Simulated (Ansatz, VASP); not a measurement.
# ZnSe (Stilleite): VASP beside Ansatz, part 2 of 2

Wanted: the spread between two codes on one cell, functional and k mesh. The cell is a member of a volume series, scaled by 1.015 from a relaxed one, so a pressure remains.

VASP 6.6.1 and Ansatz 0.2.0.

So far: Starting point; VASP: single point, HSE06, volume scaled by 1.015.

### 3. Ansatz: single point, HSE06, volume scaled by 1.015

Level of this step: Ansatz beside VASP: Kohn-Sham DFT, plane waves, HSE06 (Ansatz).

Ansatz runs on its default PAW (the set named soft_2) files.

The same cell, functional, mesh and smearing now go to Ansatz, which takes its cutoff from its data sets.

input.yaml reads:

```yaml
crystal:
  lattice:
    - [0.0, 2.86759948, 2.86759948]
    - [2.86759948, 0.0, 2.86759948]
    - [2.86759948, 2.86759948, 0.0]
  atoms:
    - { symbol: Se, position: [0.75, 0.75, 0.75] }
    - { symbol: Zn, position: [0.0, 0.0, 0.0] }
hamiltonian:
  xc: { exchange: pbe, correlation: pbe, exx: { coeff: 0.25, omega: 0.2 } }
  pseudopotentials: { kind: paw }
kpoints:
  mp_grid: { grid: [4, 4, 4] }
scf:
  occupations: { method: gaussian, width: 0.03 }
  n_extra_bands: 4
output:
  forces: true
  stress: true
  eigenvalues: true
  write_density: true
  write_potential: true
  elf: true
  volumetric_format: npy
```

The run is started by

```sh
ansatz run input.yaml --threads 4 --pin off --max-ram 9216MiB --backend cpu --events-out ev --progress --plain --runs-dir out
```

Numbers of over 12 decimals in the logs are rounded to 6 here.

Log:

```text
Warning: output.stress: scf.convergence.dr2_threshold = 1e-7 eV (the SCF's general default) is looser than the 2e-10 eV advised for a printed stress (1e-10 eV for each atom of the cell: 2). What an SCF threshold leaves in a stress goes as its square root, and in the free energy as the threshold itself, and one threshold admits the most on a small cell: [figures from the program's tests cut] Set scf.convergence.dr2_threshold to 2e-10 eV or tighter. The threshold is an SCF's pass mark: one that does not reach it within its budget of iterations ends unconverged, or closes short of it on a stop that the run arms, and scf.convergence.dr2_threshold's page says what that costs each kind of run
Warning: output.stress: scf.exx.energy_threshold = 1e-6 eV is looser than the 2e-8 eV advised for a stress under a hybrid functional (1e-8 eV for each atom of the cell: 2). Every SCF of the exchange loop can meet its threshold on dr2 while the loop round them stops early: no threshold on dr2 bounds what that leaves in the stress. Set scf.exx.energy_threshold to 2e-8 eV or tighter. The threshold is the loop's pass mark: a loop that does not reach it within its budget of cycles ends unconverged, and scf.exx.energy_threshold's page has the law
scf.n_extra_bands = 4 over 14 filled bands (N_el = 28.0): the run solves 18 bands
Engine: ansatz 0.2.0, aarch64-unknown-linux-gnu
Pseudopotentials: kind: paw
Pseudopotential: Se, paw, valence charge 16, recommended cutoff 420 eV (normal), Se.paw.azcp
Pseudopotential: Zn, paw, valence charge 12, recommended cutoff 420 eV (normal), Zn.paw.azcp
Functional definition: unnamed
  parameter a_1 = 0.25
  parameter omega_1 = 0.2/angstrom
  exchange = pbe_x + (-a_1)*pbe_x_sr(omega_1) + a_1*exact_x_sr(omega_1)
  correlation = pbe_c
Crystal: 2 atoms, lattice volume = 47.161 Å³
Basis set: ecut = 420 eV, 941 PW (Γ), exchange–correlation on 60×60×60 points (8 copies of the dense FFT grid, shifted against one another)
Bands: 18, of which v1, the nominal top of the filled ones, is band 14 counted from 1 (13 counted from 0)
Symmetry: 24 space group operations
Space group: F-43m (ITA 216), of the structure as read, at distance tolerance 3.6e-5 Å
k-points: 8 of 64 (time reversal used)
Non-local potential: Se, projectors of the file, l = 0: 2, l = 1: 2, l = 2: 3, l = 3: 1
Non-local potential: Zn, projectors of the file, l = 0: 2, l = 1: 2, l = 2: 3, l = 3: 1
PAW form: soft (Blöchl's): semilocal exchange-correlation on the pseudo side does not see the compensation charge
PAW frozen core: Se, regenerated for the run's functional, and the local potential with it (the file was generated under x = pbe(κ = 0.804, μ = 0.219515), c = pbe(β = 0.066725))
PAW frozen core: Zn, regenerated for the run's functional, and the local potential with it (the file was generated under x = pbe(κ = 0.804, μ = 0.219515), c = pbe(β = 0.066725))
PAW one-centre angular grid: Se, 590 points (default); XC on 64 Gauss nodes
PAW one-centre angular grid: Zn, 590 points (default); XC on 64 Gauss nodes
Initial density: superposition of atomic densities (neutral atoms: chi_scale 0, normalization atom), corrected by the library's trained network
Initial wavefunctions: pseudopotential atomic-orbital guess
Functional: x = pbe(κ = 0.804, μ = 0.219515), c = pbe(β = 0.066725), warm-up for x = pbe(κ = 0.804, μ = 0.219515) + 0.25 (exact − pbe) at short range (hse, ω = 0.2 Å⁻¹), c = pbe(β = 0.066725)
SCF iter   1: F=—  HF=-8789.474990 eV  |F-HF|=—  |Δ(HF+E_count)|=         —  Δρ=1.84e-3  dr2=7.78e-4  ethr=1.77e-3  ⟨swp⟩=7.9  Hψ=632  notcnv=0
preconditioner: auto → none  [insulator: Δε(μ)=1.145 eV  Ē_g=11.732 eV  σ=0.030 eV  W_gap=1.00  n_scr=14 (ndim 8)  ℏωp=22.9 eV  f_vac=0.132  D(μ)=0.00/eV (n_scr^D=0)]
SCF iter   2: F=—  HF=-8789.474805 eV  |F-HF|=—  |Δ(HF+E_count)|=   1.85e-4  Δρ=1.01e-3  dr2=3.64e-4  ethr=2.78e-6  ⟨swp⟩=4.4  Hψ=508  notcnv=0
iter 3 solved again at ethr=3.72e-8 eV; its pass at ethr=1.30e-6 eV (dr2=1.04e-5 eV) is discarded
SCF iter   3: F=-8789.474648 eV  HF=-8789.474638 eV  |F-HF|=9.61e-6  |Δ(HF+E_count)|=   1.67e-4  Δρ=2.13e-4  dr2=1.04e-5  ethr=3.72e-8  ⟨swp⟩=2.1  Hψ=615  notcnv=0
SCF 1 stopped early in 3 iterations: F = -8789.474648 eV  dr2 = 1.04e-5
  greatest PAW one-centre occupation: 1.000 electrons in one spin orbital (limit 2), on the Se atom at site 0 (counted from 0), in its partial waves of l = 2
Initial density: handed on by an earlier stage of this run
Initial wavefunctions: those handed on with the density
Functional: x = pbe(κ = 0.804, μ = 0.219515) + 0.25 (exact − pbe) at short range (hse, ω = 0.2 Å⁻¹), c = pbe(β = 0.066725)
Exchange kernel: α = 0.2500, screened, ω = 0.2000 Å⁻¹, Wigner–Seitz truncation, v(0) = 1105.2513 eV·Å³, q-mesh 4×4×4, nearest image of the exchange supercell L = 16.22 Å, pair-density grid 15×15×15, without the augmentation charges, whose exchange is taken in its separable form by FFT convolution over the k-point mesh (sized by the pseudopotential files, 24×24×24 at the most), smooth part of the exact exchange by density-matrix convolution
Frozen-core exchange: fock
SCF iter   1: F=—  HF=-8791.157497 eV  |F-HF|=—  |Δ(HF+E_count)|=         —  Δρ=1.98e-2  dr2=9.41e-2  ethr=3.73e-7  ⟨swp⟩=6.1  Hψ=726  notcnv=0
preconditioner: auto → none  [insulator: Δε(μ)=2.246 eV  Ē_g=14.269 eV  σ=0.030 eV  W_gap=1.00  n_scr=14 (ndim 8)  ℏωp=22.9 eV  f_vac=0.132  D(μ)=0.00/eV (n_scr^D=0)]
SCF iter   2: F=—  HF=-8791.126748 eV  |F-HF|=—  |Δ(HF+E_count)|=   3.07e-2  Δρ=2.71e-3  dr2=5.17e-3  ethr=3.73e-7  ⟨swp⟩=5.0  Hψ=594  notcnv=0
SCF iter   3: F=—  HF=-8791.132120 eV  |F-HF|=—  |Δ(HF+E_count)|=   5.37e-3  Δρ=4.35e-3  dr2=4.08e-3  ethr=3.73e-7  ⟨swp⟩=5.0  Hψ=566  notcnv=0
SCF iter   4: F=—  HF=-8791.131742 eV  |F-HF|=—  |Δ(HF+E_count)|=   3.78e-4  Δρ=1.74e-3  dr2=6.41e-4  ethr=3.73e-7  ⟨swp⟩=4.0  Hψ=408  notcnv=0
SCF iter   5: F=—  HF=-8791.132683 eV  |F-HF|=—  |Δ(HF+E_count)|=   9.41e-4  Δρ=7.52e-4  dr2=1.36e-4  ethr=3.73e-7  ⟨swp⟩=4.0  Hψ=361  notcnv=0
SCF iter   6: F=-8791.132608 eV  HF=-8791.132609 eV  |F-HF|=2.57e-7  |Δ(HF+E_count)|=   7.46e-5  Δρ=1.46e-5  dr2=6.03e-6  ethr=3.73e-7  ⟨swp⟩=4.0  Hψ=354  notcnv=0
SCF 2 stopped early in 6 iterations: F = -8791.132608 eV  dr2 = 6.03e-6
hybrid outer 1: dexx = +1.244e-2 eV, tail = 7.72e-5 eV
Exchange kernel: α = 0.2500, screened, ω = 0.2000 Å⁻¹, Wigner–Seitz truncation, v(0) = 1105.2513 eV·Å³, q-mesh 4×4×4, nearest image of the exchange supercell L = 16.22 Å, pair-density grid 15×15×15, without the augmentation charges, whose exchange is taken in its separable form by FFT convolution over the k-point mesh (sized by the pseudopotential files, 24×24×24 at the most), smooth part of the exact exchange by density-matrix convolution
Frozen-core exchange: fock
SCF iter   1: F=—  HF=-8791.132253 eV  |F-HF|=—  |Δ(HF+E_count)|=         —  Δρ=9.82e-5  dr2=2.69e-6  ethr=1.38e-6  ⟨swp⟩=3.2  Hψ=322  notcnv=0
preconditioner: auto → none  [insulator: Δε(μ)=2.295 eV  Ē_g=13.999 eV  σ=0.030 eV  W_gap=1.00  n_scr=14 (ndim 8)  ℏωp=22.9 eV  f_vac=0.135  D(μ)=0.00/eV (n_scr^D=0)]
SCF iter   2: F=—  HF=-8791.132254 eV  |F-HF|=—  |Δ(HF+E_count)|=   3.33e-7  Δρ=3.15e-5  dr2=3.24e-7  ethr=8.83e-9  ⟨swp⟩=4.0  Hψ=441  notcnv=0
SCF iter   3: F=—  HF=-8791.132254 eV  |F-HF|=—  |Δ(HF+E_count)|=   8.88e-7  Δρ=2.42e-5  dr2=1.52e-7  ethr=6.05e-10  ⟨swp⟩=4.0  Hψ=413  notcnv=0
SCF iter   4: F=—  HF=-8791.132254 eV  |F-HF|=—  |Δ(HF+E_count)|=   3.37e-8  Δρ=8.32e-6  dr2=1.61e-8  ethr=4.83e-10  ⟨swp⟩=3.0  Hψ=273  notcnv=0
SCF iter   5: F=-8791.132254 eV  HF=-8791.132254 eV  |F-HF|=1.08e-9  |Δ(HF+E_count)|=  5.49e-10  Δρ=2.46e-6  dr2=3.62e-9  ethr=4.97e-11  ⟨swp⟩=3.0  Hψ=344  notcnv=0
SCF 3 converged in 5 iterations: F = -8791.132254 eV  dr2 = 3.62e-9
  Residual-converged pass: ⟨swp⟩=3.1  Hψ=333  notcnv=0  max |occ|·‖R‖ = 2.3e-6 eV (tolerance 2.4e-6 eV)  dr2=3.63e-9  dr2_onsite=6.31e-10  max |Δocc| = 0.0e0
hybrid outer 2: dexx = +9.759e-7 eV, tail = 4.36e-8 eV, Δε = 3.53e-3 eV (about 1.30e-4 eV left of the loop's levels)
hybrid SCF converged: 2 outer / 11 inner (+3 warm-up), last move |dexx| = 9.76e-7 eV, tail = 4.36e-8 eV
Stability not checked: this state was not tested for a lower state beside it, because the functional holds exact exchange (a hybrid, or Hartree-Fock), whose exchange loop this test does not read (fock_operator; see scf.lower_state_search)
Free energy (F): -8791.132254 eV
Frozen-core exchange: fock
Harris-Foulkes:  -8791.132254 eV  (|F-HF|=1.08e-9)
Internal energy: -8791.132254 eV  (E = F + TS)
E sigma→0 (E₀):  -8791.132254 eV
Fermi energy:    6.812278 eV
--- Per-component energies (eV) ---
  E_band       = -465.355861
  E_kinetic    = 248.381868
  E_local      = -4455.419166  (includes V_loc(G=0)·N_el)
  E_nonlocal   = 22.752045
  E_hartree    = 2066.709042
  E_xc         = -191.690288
  E_vxc        = -119.403297  (∫ρ·V_xc dr)
  E_exx        = -110.543056  (= α·E_x^exact, valence–valence)
  E_paw        = -3682.021086  (= ΣΔE_a)
  E_vpaw       = -73.996587  (= ΣTr[D̂ρ^β])
  E_aug_tail   = -0.000938  (compensation charges beyond the density's cutoff)
  E_ewald      = -2688.871960
  E_core_change = -0.428717  (= ΣΔE_core)
  E_smearing   = -0.000000  (= −TS)
  E_closure    = 0.000002  (closes the sum)
  Σ components = -8791.132254   (vs F -8791.132254, Δ=0.00e0)
--- Forces (eV/Å), atoms counted from 1 ---
  atom   1  Se     0.00000000    -0.00000000    -0.00000000
  atom   2  Zn    -0.00000000     0.00000000     0.00000000
  max |Σ_I F_I| component: 2.54e-16 eV/Å
--- Stress (GPa, compression-positive) ---
       -0.809024      -0.000000      -0.000000
       -0.000000      -0.809024       0.000000
       -0.000000       0.000000      -0.809024
  P = ⅓ Tr σ = -0.8090 GPa (-8.090 kbar)
--- Band table (eV; the first three rows and the last of 8) ---
  k-point 0: bands = [... 10 lower, -2.2060, 5.6644, 5.6644, 5.6644, 7.9597, 12.6334, 12.6334, 12.6334]
  k-point 1: bands = [... 10 lower, -2.2064, 2.5431, 5.1963, 5.1963, 9.4648, 13.2689, 13.2689, 13.3112]
  k-point 2: bands = [... 10 lower, -2.0352, 0.3665, 4.8046, 4.8046, 9.2696, 13.1769, 13.1769, 15.3121]
  k-point 7: bands = [... 10 lower, -1.8949, 0.9281, 2.8251, 3.0580, 12.1070, 12.3989, 13.7976, 14.4418]
```

Wall time 5.7 s (4 threads of Arm Neoverse V1, shared host); peak memory 0.73 GiB.

The run ends at a pressure of -0.81 GPa.

### 4. Differences

Known differences besides the potentials themselves: exact exchange at q = 0 is treated differently, which shows on coarse meshes; VASP keeps PBE cores, Ansatz makes them for the functional; the data sets hold 28 valence electrons in Ansatz (default PAW (the set named soft_2) files) and 18 in VASP; the cutoff is 420 eV in Ansatz and 450 eV in VASP; VASP takes a coarser grid for exact exchange (PRECFOCK = Fast). Total energies have different zeros and are not compared.

Compared:

```tsv
quantity	Ansatz	VASP	difference
pressure (GPa)	-0.81	-0.93	+0.12
pressure without Ansatz's Pulay correction (GPa)	-0.89	-0.93	+0.03
gap on the k mesh (eV)	2.295	2.284	+0.011
```

A gap on the mesh is an upper bound, since the band edges may lie between its points. Ansatz's pressure holds a Pulay correction of 0.09 GPa; VASP's holds none.

### 5. Outcome

```yaml
difference_in_gap_on_the_k_mesh_single_point_hse06_volume_scaled_by_1p015: 0.011 eV
```

In words: The difference in gap on the k mesh is 0.011 eV (single point, HSE06, volume scaled by 1.015), within the 0.08 eV picked in this series as the mark of a large difference. Such differences can come from data sets, numerical settings and the points named under the comparisons, not from the functional's error against experiment.

[Lines on the potential files, build, host, timing and source positions are cut from VASP's logs without a mark.]

[Logs are printed without paths, hosts, clocks, repeated set-up lines and the standing remarks that a program may print on its own settings, such as how far it seeks lower states.]

[Hosts, paths, dates, database ids (printed as entryN), source tags and the programs' standing remarks are cut or masked in the printed files.]
